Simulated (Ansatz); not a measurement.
Isomers of C$_{3}$H$_{6}$O, relaxed with PBE0-D4/def2-TZVP in Ansatz; electronic energies, one conformer each and not always the lowest. Functionals use def2-TZVPP; CBS adds triple-zeta CCSD(T) − MP2 to the MP2 limit of def2-TZVPP and def2-QZVPP.

Q: Order them by energy at frozen-core CCSD(T)/CBS, lowest first. (Estimate.)
A. `C=C(C)O`
B. `OC1CC1`
C. `CCC=O`
D. `C/C=C/O`
E. `C=COC`
F. `CC(C)=O`
G. `CC1CO1`
H. `C1COC1`

A: F (0.0 kcal/mol), C (7.5 kcal/mol), A (10.6 kcal/mol), D (15.0 kcal/mol), E (25.3 kcal/mol), B (26.4 kcal/mol), G (28.5 kcal/mol), H (31.1 kcal/mol).

Q: How do B3LYP, PBE0-D4, HF/CBS(def2), MP2/CBS(def2) place them (kcal/mol, against `CC(C)=O`)? (Estimate.)

A: Ansatz gave: 
| isomer | B3LYP | PBE0-D4 | HF/CBS(def2) | MP2/CBS(def2) |
| --- | --- | --- | --- | --- |
| `C=COC` | 24.9 | 25.9 | 26.9 | 26.2 |
| `C=C(C)O` | 11.5 | 11.0 | 13.6 | 10.6 |
| `C/C=C/O` | 15.4 | 15.2 | 18.1 | 15.1 |
| `C1COC1` | 33.5 | 29.4 | 34.3 | 31.4 |
| `CC1CO1` | 30.4 | 26.7 | 33.1 | 27.4 |
| `CCC=O` | 7.7 | 8.0 | 7.5 | 7.6 |
| `OC1CC1` | 29.1 | 24.2 | 31.0 | 24.7 |

B3LYP here is the variant with VWN-RPA as its local correlation; programs differ in this.
